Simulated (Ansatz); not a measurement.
# MoS2 monolayer (2H): from the cell to its phonons, part 2 of 2

Wanted: phonon frequencies of MoS2 monolayer (2H) and what follows from them.

Ansatz 0.2.0; DFT PBEsol, scalar-relativistic, plane waves, PAW; PAW set soft_1.

So far. Step 3 (Relaxing to small forces for the phonons): The largest force component left is 0.033 meV/Å, within the tolerances set. Step 4 (Zone-centre response): Before it was imposed, the acoustic sum rule was missed by 5.2e-5 eV/Å² and the charge sum rule by 0.0013 e. Small misses are needed for a sound result but don't prove that mesh and cutoff are converged. The lowest optical mode is real, 286 cm⁻¹.

### Step 5. The dispersion (continued)

The partial phonon density of states has structure finer than the step of the table below, so its rows give means over 20 cm⁻¹, whole bins alone (the curve runs from -10 to 496 cm⁻¹). Peaks (cm⁻¹: height): Mo 171.5: 0.0225, 225.7: 0.0177, 378.6: 0.0371, 410.4: 0.0200; S 171.5: 0.0143, 305.3: 0.0408, 334.0: 0.0725, 349.9: 0.0493, 378.6: 0.0511, 410.4: 0.0639.

Phonopy on the run's constants, 21x21x1 mesh, Gaussian sigma 3.6 cm-1. Interpolated from a 6×6×1 q mesh. Partial phonon density of states against wavenumber; means over each step; values in 1/cm⁻¹/cell:

| wavenumber (cm⁻¹) | Mo | S |
| --- | --- | --- |
| 0 | 7.4e-4 | 5.1e-4 |
| 20 | 0.00165 | 0.00118 |
| 40 | 0.00254 | 0.00186 |
| 60 | 0.00297 | 0.00222 |
| 80 | 0.00383 | 0.00289 |
| 100 | 0.00518 | 0.00389 |
| 120 | 0.00639 | 0.00480 |
| 140 | 0.00947 | 0.00697 |
| 160 | 0.0170 | 0.0117 |
| 180 | 0.0175 | 0.00946 |
| 200 | 0.00665 | 0.00307 |
| 220 | 0.0134 | 0.00729 |
| 240 | 0.00455 | 0.00231 |
| 260 | 3.0e-7 | 0 |
| 280 | 5.2e-6 | 0.00430 |
| 300 | 1.5e-4 | 0.0311 |
| 320 | 4.0e-4 | 0.0343 |
| 340 | 6.6e-4 | 0.0495 |
| 360 | 0.00427 | 0.0251 |
| 380 | 0.0274 | 0.0391 |
| 400 | 0.0140 | 0.0345 |
| 420 | 0.00692 | 0.0178 |
| 440 | 0.00229 | 0.00320 |
| 460 | 0.00181 | 0.00263 |
| 480 | 2.6e-4 | 3.8e-4 |

Harmonic thermodynamic functions per atom, from the density of states. Interpolated from a 6×6×1 q mesh. Thermodynamic functions, by row:

| T (K) | F_vib (meV/atom) | S (J/mol-atom/K) | C_V (J/mol-atom/K) |
| --- | --- | --- | --- |
| 0 | 54.69 | 0 | 0 |
| 100 | 52.9 | 4.733 | 8.094 |
| 200 | 43.48 | 13.5 | 17.11 |
| 300 | 25.33 | 21.26 | 20.86 |
| 400 | -0.06 | 27.51 | 22.5 |
| 500 | -31.31 | 32.63 | 23.33 |
| 600 | -67.42 | 36.93 | 23.8 |
| 700 | -107.7 | 40.62 | 24.09 |
| 800 | -151.5 | 43.85 | 24.28 |
| 900 | -198.4 | 46.72 | 24.42 |
| 1000 | -248.2 | 49.3 | 24.51 |

Symmetry leaves 7 wavevectors to solve. The lowest mode among them, the acoustic zeros apart, lies at q = (0, 0.167, 0) and is real, 45.8 cm⁻¹.

### Step 6. Isotope substitution, element Mo, natural mass 95.95 amu

An isotope changes the mass and not the force constants, so no new electronic calculation is needed; the shifts show which modes move this element.

The same force constants with the mass of Mo changed from 95.950 to 99.907 u (phonopy, no LO-TO term). Both lists are sorted by frequency; levels can cross, so a row need not hold one and the same mode. Modes under 3 cm⁻¹ are left out. Isotope shifts, by row:

| q | rank | natural mass (cm⁻¹) | changed mass (cm⁻¹) |
| --- | --- | --- | --- |
| 0 0 0 | 4 | 285.7 | 285.7 |
| 0 0 0 | 5 | 285.7 | 285.7 |
| 0 0 0 | 6 | 386.5 | 383.4 |
| 0 0 0 | 7 | 386.5 | 383.4 |
| 0 0 0 | 8 | 406.7 | 406.7 |
| 0 0 0 | 9 | 472.2 | 468.5 |
| 0 0.1667 0 | 1 | 45.75 | 45.23 |
| 0 0.1667 0 | 2 | 81.28 | 80.32 |
| 0 0.1667 0 | 3 | 129.7 | 128.1 |
| 0 0.1667 0 | 4 | 292.3 | 292.3 |
| 0 0.1667 0 | 5 | 308 | 307.8 |
| 0 0.1667 0 | 6 | 372.2 | 370.6 |
| 0 0.1667 0 | 7 | 383.1 | 380 |
| 0 0.1667 0 | 8 | 410.5 | 409.1 |
| 0 0.1667 0 | 9 | 450.1 | 446.4 |
| 0 0.3333 0 | 1 | 128.8 | 127.3 |
| 0 0.3333 0 | 2 | 137.9 | 136.3 |
| 0 0.3333 0 | 3 | 213.7 | 210.7 |
| 0 0.3333 0 | 4 | 302.6 | 302.6 |
| 0 0.3333 0 | 5 | 335 | 334.9 |
| 0 0.3333 0 | 6 | 353.4 | 353.1 |
| 0 0.3333 0 | 7 | 373.6 | 370.4 |
| 0 0.3333 0 | 8 | 405.2 | 401.8 |
| 0 0.3333 0 | 9 | 411.6 | 409.6 |
| 0 -0.5 0 | 1 | 156.5 | 154.7 |
| 0 -0.5 0 | 2 | 171.9 | 169.8 |
| 0 -0.5 0 | 3 | 235.9 | 232.4 |
| 0 -0.5 0 | 4 | 307 | 307 |
| 0 -0.5 0 | 5 | 334.4 | 334.4 |
| 0 -0.5 0 | 6 | 353.6 | 353.5 |
| 0 -0.5 0 | 7 | 368.1 | 364.9 |
| 0 -0.5 0 | 8 | 388.6 | 385.6 |
| 0 -0.5 0 | 9 | 409.7 | 407.7 |

A mode of this element alone would shift by -2.00 %. The highest zone-centre frequency without the field goes from 472.2 to 468.5 cm⁻¹ (-0.8 %). The product of the frequency ratios over all optical modes at Γ is 0.976; the product rule, (m/m′)^(3k/2) (M′/M)^(3/2) with k = 1 such atoms and M the mass of the cell, gives 0.976.

### Step 7. Isotope substitution, element S, natural mass 32.06 amu

The same for S, from 32.06 to 33.97 u.

The same force constants with the mass of S changed from 32.060 to 33.968 u (phonopy, no LO-TO term). Both lists are sorted by frequency; levels can cross, so a row need not hold one and the same mode. Modes under 3 cm⁻¹ are left out. Isotope shifts, by row:

| q | rank | natural mass (cm⁻¹) | changed mass (cm⁻¹) |
| --- | --- | --- | --- |
| 0 0 0 | 4 | 285.7 | 277.6 |
| 0 0 0 | 5 | 285.7 | 277.6 |
| 0 0 0 | 6 | 386.5 | 379.9 |
| 0 0 0 | 7 | 386.5 | 379.9 |
| 0 0 0 | 8 | 406.7 | 395.1 |
| 0 0 0 | 9 | 472.2 | 464.2 |
| 0 0.1667 0 | 1 | 45.75 | 45.17 |
| 0 0.1667 0 | 2 | 81.28 | 80.3 |
| 0 0.1667 0 | 3 | 129.7 | 128.3 |
| 0 0.1667 0 | 4 | 292.3 | 284 |
| 0 0.1667 0 | 5 | 308 | 299.5 |
| 0 0.1667 0 | 6 | 372.2 | 363.6 |
| 0 0.1667 0 | 7 | 383.1 | 376.8 |
| 0 0.1667 0 | 8 | 410.5 | 401 |
| 0 0.1667 0 | 9 | 450.1 | 442.6 |
| 0 0.3333 0 | 1 | 128.8 | 127.2 |
| 0 0.3333 0 | 2 | 137.9 | 136.1 |
| 0 0.3333 0 | 3 | 213.7 | 211.8 |
| 0 0.3333 0 | 4 | 302.6 | 294 |
| 0 0.3333 0 | 5 | 335 | 325.5 |
| 0 0.3333 0 | 6 | 353.4 | 343.9 |
| 0 0.3333 0 | 7 | 373.6 | 367.6 |
| 0 0.3333 0 | 8 | 405.2 | 398.7 |
| 0 0.3333 0 | 9 | 411.6 | 402.8 |
| 0 -0.5 0 | 1 | 156.5 | 154.5 |
| 0 -0.5 0 | 2 | 171.9 | 170 |
| 0 -0.5 0 | 3 | 235.9 | 233.9 |
| 0 -0.5 0 | 4 | 307 | 298.2 |
| 0 -0.5 0 | 5 | 334.4 | 324.9 |
| 0 -0.5 0 | 6 | 353.6 | 343.7 |
| 0 -0.5 0 | 7 | 368.1 | 362.3 |
| 0 -0.5 0 | 8 | 388.6 | 381.8 |
| 0 -0.5 0 | 9 | 409.7 | 401.2 |

A mode of this element alone would shift by -2.85 %. The highest zone-centre frequency without the field goes from 472.2 to 464.2 cm⁻¹ (-1.7 %). The product of the frequency ratios over all optical modes at Γ is 0.871; the product rule, (m/m′)^(3k/2) (M′/M)^(3/2) with k = 2 such atoms and M the mass of the cell, gives 0.871.

### Step 8. Outcome

```json
{
 "space group after relaxation (within 0.01 Å)": "P-6m2",
 "area per atom": "2.85 Å²",
 "gap on the k-mesh": "1.81 eV",
 "highest optical mode at the zone centre (no LO-TO term)": "472 cm⁻¹",
 "lowest optical zone-centre mode": "286 cm⁻¹",
 "largest Born charge (third of the trace)": "-0.781 e",
 "lowest mode on the q mesh (acoustic modes at Γ apart)": "45.8 cm⁻¹",
 "highest frequency on the path or at a solved wavevector": "472 cm⁻¹",
 "zero-point energy per atom": "54.7 meV",
 "heat capacity at 300 K": "20.9 J/(mol atoms K)",
 "vibrational entropy at 300 K": "21.3 J/(mol atoms K)",
 "imaginary modes on the 6×6×1 q mesh": "none"
}
```

In words: The structure is a minimum as far as tested: no mode is imaginary at the 7 irreducible wavevectors of the 6×6×1 mesh, and the softest away from the acoustic zeros lies at 46 cm⁻¹. Without the field, the optical modes at Γ span 286 to 472 cm⁻¹. The strongest infrared line is at 386 cm⁻¹. Averaged over orientations, the strongest Raman line at 532 nm and 300 K is at 386 cm⁻¹. The tensors are the static, non-resonant ones, while 532 nm light (2.33 eV) lies above the computed gap. On the path and the mesh, the widest gap between branches runs from 236 to 286 cm⁻¹. In a sheet or slab the interpolated bending branch near Γ is rough, since the rotational sum rule isn't imposed. Dielectric tensors refer to the cell with its vacuum. The program warns that the interpolation holds no quadrupole term, so branches close to Γ can be off in this crystal. The PAW files were made for PBE and serve the other functionals too. The starting cell was built on a prototype and not taken from a measurement. These are harmonic frequencies at zero temperature: anharmonic shifts, linewidths and thermal expansion are left out.

[Logs are printed without paths, hosts, clocks, repeated set-up lines and the standing remarks that a program may print on its own settings, such as how far it seeks lower states.]

[Hosts, paths, dates, database ids (printed as entryN), source tags and the programs' standing remarks are cut or masked in the printed files.]
